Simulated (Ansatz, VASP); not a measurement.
One calculation of Ni, two programs

```
CELL_PARAMETERS angstrom
-1.39845 1.39845 1.39845
1.39845 -1.39845 1.39845
1.39845 1.39845 -1.39845
ATOMIC_POSITIONS crystal
Ni 0.00000 0.00000 0.00000
```

The cell was built by a generator and needn't be a form met in nature.

Alike in both runs: task relaxation of cell and atoms; functional BLYP; k mesh 16 × 16 × 16; occupations fermi-dirac, width 0.05 eV; collinear spin.

|  | VASP | Ansatz |
| --- | --- | --- |
| version | VASP 6.6.1 | Ansatz 0.2.0 |
| potentials or method | VASP PAW PBE potentials, release 64 (Ni) | plane waves (420 eV) with PAW, scalar-relativistic |
| plane-wave cutoff (eV) | 600 | 420 |
| valence electrons in the cell | 10 | 18 |

```tsv
	VASP	Ansatz	Ansatz less VASP
net moment per atom (μB)	0.55	0.56	+0.005
size of the moment on the site where the two differ most (μB)	0.56	0.58	+0.025
relaxed volume (Å³/atom)	11.55	11.55	-0.006
relaxed cell length with the largest relative difference (Å)	2.467	2.466	-0.0004
energy change over the relaxation (meV/atom)	-18	-18	-0.1
```

Site moments also hang on the region over which each program counts them. The two sets of potentials don't hold the same shells in valence.

Caveats: the PAW data sets were made with another functional, which shifts forces and pressure a little (VASP).
